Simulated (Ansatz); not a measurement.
A crystal relaxed with r2SCAN in the plane-wave code Ansatz has space group P6_3/mmc (No. 194) and a = 2.782 Å, c = 4.873 Å.

```json
{"atom": "Li", "site": "2a", "x": "0.0000", "y": "0.0000", "z": "0.0000"}
{"atom": "Xx", "site": "2c", "x": "0.3333", "y": "0.6667", "z": "0.2500"}
```

With r2SCAN the valence top lies at M and the conduction bottom at L–M (0.17 of the way from L), 4.94 eV higher; the smallest vertical gap, at L–M (0.50 of the way from L), is 5.58 eV. HSE06 gives an indirect gap of 5.34 eV, from M to L–M (0.17 of the way from L); the least direct gap is 6.02 eV at L–M (0.50 of the way from L). Meshes: r2SCAN 12×12×6, HSE06 9×9×4. r2SCAN's ε∞ is 3.6 along x and y, 3.5 along z.

Question: Which element is Xx?
A. Na
B. H
C. Cl
D. Cs

Answer: B. Xx is H: LiH, NiAs type. Around Li lie 6 H at 2.02 Å; around H lie 6 Li at 2.02 Å.

No spin polarisation and no zero-point or thermal motion; the cell was built from a prototype and may be hypothetical.

Where an edge lies off the special points, it is a point of the mesh or the k point where a search put PBE's edge or least direct gap, reused for the other functionals, whose own edges may lie a little apart.

The meshes of the hybrids are coarse, so their gaps aren't converged to the digits shown.
